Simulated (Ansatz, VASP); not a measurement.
# BN: VASP beside Ansatz

```
B N
1.0
     2.51184    0.00000    0.00000
    -1.25592    2.17532    0.00000
     0.00000    0.00000    4.16063
B N
2 2
Direct
  0.33333 0.66667 0.99991
  0.66667 0.33333 0.49991
  0.33333 0.66667 0.37409
  0.66667 0.33333 0.87409
```

Change from the starting cell: strained cell.

Alike in both runs: functional PBEsol; k mesh 9 × 9 × 6; occupations gaussian, width 0.02 eV; no spin polarisation.

Ansatz relaxed the structure, and its values are those at the end. VASP's run is a single point on that final structure, the one shown.

|  | VASP | Ansatz |
| --- | --- | --- |
| version | VASP 6.6.1 | Ansatz 0.2.0 |
| potentials or method | VASP PAW PBE potentials, release 64 (B, N) | scalar-relativistic, plane waves, PAW |
| plane-wave cutoff (eV) | 520 | 420 |
| valence electrons in the cell | 16 | 16 |

Ansatz gave:

- gap on the k mesh at the Fermi level (eV): 4.88
- least direct gap on the mesh (eV): 8.37
- pressure (GPa): 13.4

Question: Which values does VASP return?

Answer: gap on the k mesh at the Fermi level (eV): 4.86; least direct gap on the mesh (eV): 8.37; pressure (GPa): 14.4.

Ansatz warned: «pseudo_functional_mismatch».

Caveats: the PAW data sets were made with another functional, which shifts forces and pressure a little (VASP); an odd mesh through Γ misses points on the zone boundary, where band edges often lie.
